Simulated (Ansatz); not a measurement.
Here is the system:

Sb$_{2}$Te$_{3}$:
```cif
data_Sb2Te3
_chemical_formula_sum 'Sb2 Te3'
_space_group_name_H-M_alt 'P 1'
_space_group_IT_number 1
_cell_length_a 10.75779
_cell_length_b 10.75779
_cell_length_c 10.75779
_cell_angle_alpha 23.262
_cell_angle_beta 23.262
_cell_angle_gamma 23.262
loop_
_space_group_symop_operation_xyz
  'x, y, z'
loop_
_atom_site_label
_atom_site_type_symbol
_atom_site_fract_x
_atom_site_fract_y
_atom_site_fract_z
_atom_site_occupancy
Sb1 Sb 0.39673 0.39673 0.39673 1
Sb2 Sb 0.60327 0.60327 0.60327 1
Te1 Te 0.00000 0.00000 0.00000 1
Te2 Te 0.21568 0.21568 0.21568 1
Te3 Te 0.78432 0.78432 0.78432 1
```

This is the PBE-relaxed structure.

All from the program Ansatz at the PBE level (PAW), unless another level is named. Predict the band gap.

0.19 eV (direct).

Give the electron effective mass.

0.078, 0.078, 0.11 mₑ (principal values).

What about the weight of the conduction-edge state by species (Voronoi cells)?

Sb 62 %, Te 38 %.

Give the valence-band maximum.

at Γ.

And the weight of the valence-edge state by species (Voronoi cells)?

Te 75 %, Sb 25 %.

Space group R-3m. The PBE relaxation kept the symmetry of its start. Scalar-relativistic: spin–orbit coupling is off unless named, which matters more the heavier the elements.

Potentials: the later of the program's two PAW sets.
